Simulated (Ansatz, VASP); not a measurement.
**One calculation of PtSe, two programs**

```xyz
2
Lattice="0.0000 3.0374 3.0374 3.0374 0.0000 3.0374 3.0374 3.0374 0.0000" Properties=species:S:1:pos:R:3 pbc="T T T"
Pt    0.0000    0.0000    0.0000
Se    1.5187    1.5187    1.5187
```

Alike in both runs: task single point; functional PBE; k mesh 5 × 5 × 5; occupations gaussian, width 0.05 eV; collinear spin; Hubbard terms Pt d U = 7.0 eV, J = 0.9 eV.

|  | VASP | Ansatz |
| --- | --- | --- |
| version | VASP 6.6.1 | Ansatz 0.2.0 |
| potentials or method | VASP PAW PBE potentials, release 64 (Pt, Se) | scalar-relativistic, plane waves, PAW |
| plane-wave cutoff (eV) | 520 | 420 |
| valence electrons in the cell | 16 | 34 |

```csv
,VASP,Ansatz,Ansatz less VASP
gap on the k mesh at the Fermi level (eV),none,none,-
pressure (GPa),-12.1,-10.2,+1.87
net moment per atom (μB),0.44,0.09,-0.351
size of the moment on the site where the two differ most (μB),0.57,0.09,-0.480
```

The net moments differ so much that the two runs ended in different magnetic states, which moves the other rows too. Site moments also hang on the region over which each program counts them. The programs project onto different local orbitals, so the same U acts differently. A gap of «none» marks a metal or a gap that the smearing closes. The two sets of potentials don't hold the same shells in valence. Ansatz warned: «filled_band_counts_differ_across_k_points».

The runs have no spin-orbit coupling, so splittings on Pt are missing. The state reached can hang on the start; a lower one may exist.
